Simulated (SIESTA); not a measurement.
**Bi2Se3 (Paraguanajuatite): equation of state with LDA**

Crystal: Bi2Se3 (Paraguanajuatite).

```
Bi Se
1.0
     2.07150    1.19598    9.54533
    -2.07150    1.19598    9.54533
     0.00000   -2.39196    9.54533
Bi Se
2 3
Cartesian
  0.0000 0.0000 17.1587
  0.0000 0.0000 11.4773
  0.0000 0.0000 22.5738
  0.0000 0.0000 6.0622
  0.0000 0.0000 0.0000
```

* Program: SIESTA 5.4.2
* Task: equation of state
* Functional: LDA
* Potentials or basis: PseudoDojo 0.4 standard (LDA files)
* Basis: DZP (energy shift 0.003 Ry; two zetas on semicore shells)
* Grid cutoff: 500 Ry
* Energy shift: 0.003 Ry
* k mesh: 6 × 6 × 6
* Occupations: fermi-dirac, width 0.05 eV
* Spin: no spin polarisation

The equilibrium volume is 28.35 Å³/atom, the bulk modulus at fixed shape and positions is 64 GPa and the pressure derivative of the bulk modulus is 4.4.

Energy against volume, from the lowest point:
| volume (Å³/atom) | energy (meV/atom) |
| --- | --- |
| 26.675 | 21.95 |
| 27.243 | 9.23 |
| 27.810 | 2.10 |
| 28.378 | 0.00 |
| 28.946 | 2.40 |
| 29.513 | 8.85 |
| 30.081 | 18.93 |

All runs of the series together: 34 min on 1 thread of Arm Neoverse V2 (shared host).

Caveat: the cell was scaled at fixed shape and fractional positions, which overstates the stiffness of a crystal with free parameters, most of all of layers and chains; the basis of atomic orbitals isn't converged, which shifts pressures, moduli and gaps.
